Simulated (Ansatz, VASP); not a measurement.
# Cu: VASP beside Ansatz

INCAR

```
SYSTEM = Cu
  PREC = Accurate
  ENCUT = 520
  EDIFF = 1E-6
  ISMEAR = -1
  SIGMA = 0.15
  LREAL = .FALSE.
  LASPH = .TRUE.
  NELM = 80
  ALGO = Normal
  ISIF = 2
  LWAVE = .FALSE.
  LCHARG = .FALSE.
  GGA = PS
  NBANDS = 18
```

Contents of KPOINTS:

```
regular mesh
0
G
  10 10 6
  0 0 0
```

File POSCAR:

```
Cu
1.0
    2.5999466114      0.0000000000      0.0000000000
   -1.2999733005      2.2516198120      0.0000000000
    0.0000000000      0.0000000000      4.2194384934
Cu
2
Direct
    0.3333333333      0.6666666667      0.2500000000
    0.6666666667      0.3333333333      0.7500000000
```

Input for Ansatz:

```yaml
crystal:
  lattice:
    - [2.599946611352109, 0.0, 0.0]
    - [-1.2999733005461267, 2.2516198120001647, 0.0]
    - [0.0, 0.0, 4.219438493400078]
  atoms:
    - { symbol: Cu, position: [0.3333333333333333, 0.6666666666666666, 0.25] }
    - { symbol: Cu, position: [0.6666666666666666, 0.3333333333333333, 0.75] }
basis:
  ecutwfc: 470.0
kpoints:
  mp_grid:
    grid: [10, 10, 6]
hamiltonian:
  xc: pbesol
scf:
  occupations:
    method: fermi_dirac
    width: 0.15
output:
  stress: true
```

This isn't the form of Cu at room conditions, which is fcc.

Alike in both runs: task single point; functional PBEsol; k mesh 10 × 10 × 6; occupations fermi-dirac, width 0.15 eV; no spin polarisation.

```csv
,VASP,Ansatz
version,VASP 6.6.1,Ansatz 0.2.0
potentials or method,"VASP PAW PBE potentials, release 64 (Cu)","plane waves, PAW"
plane-wave cutoff (eV),520,470
valence electrons in the cell,22,38
```

Ansatz gave:

```
pressure (GPa)                                  : -11.4
largest component of the traceless stress (GPa) : 0.41
```

**Question.** What did VASP give for the same quantities?

**Answer.** Pressure (GPa): -10.7; largest component of the traceless stress (GPa): 0.37.

With one functional, cell and mesh, what is left measures potentials, basis and numerics. The two sets of potentials don't hold the same shells in valence.

Caveats: the PAW data sets were made with another functional, which shifts forces and pressure a little (VASP).
